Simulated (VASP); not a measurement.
Ti3S2, 5 atoms in the cell. The structure is trigonal, space group P-3m1 (No. 164). Conventional cell: a = 3.843 Å, b = 3.843 Å, c = 6.074 Å, α = 90.00°, β = 90.00°, γ = 120.00°. Ti (site symmetry -3m) is surrounded by 6 S at 2.68 Å. Around Ti (site symmetry 3m) lie 4 S at 2.31 to 2.42 Å. S (site symmetry 3m) has 4 Ti at 2.31 to 2.42 Å as nearest neighbours. The cell was built by a generator and needn't be a form met in nature.

```yaml
Program: VASP 6.6.1
Task: single point
Functional: PBE
Potentials_or_basis: VASP PAW PBE potentials, release 64 (Ti_sv, S)
Cutoff: 520 eV
k_mesh: 8 × 8 × 5
Occupations: fermi-dirac, width 0.05 eV
Spin: no spin polarisation
Further_INCAR_settings: ALGO = Normal; EDIFF = 1e-07; NBANDS = 32
```

Potentials or basis: VASP PAW PBE potentials, release 64 (Ti_sv, S).

The run is started by

```sh
$ cat potpaw_PBE.64/Ti_sv/POTCAR potpaw_PBE.64/S/POTCAR > POTCAR
$ mpirun -np 1 vasp_std > vasp.out
```

Hardware: 1 thread of Intel(R) Xeon(R) Platinum 8175M CPU @ 2.50GHz (Skylake/Cascade Lake), with other jobs on the host.

Estimate the wall time of this run.

It took 4.3 min on 1 thread of Intel(R) Xeon(R) Platinum 8175M CPU @ 2.50GHz (Skylake/Cascade Lake) (shared host), peak memory 0.24 GiB. Counts: scf iterations 18, k points 40.
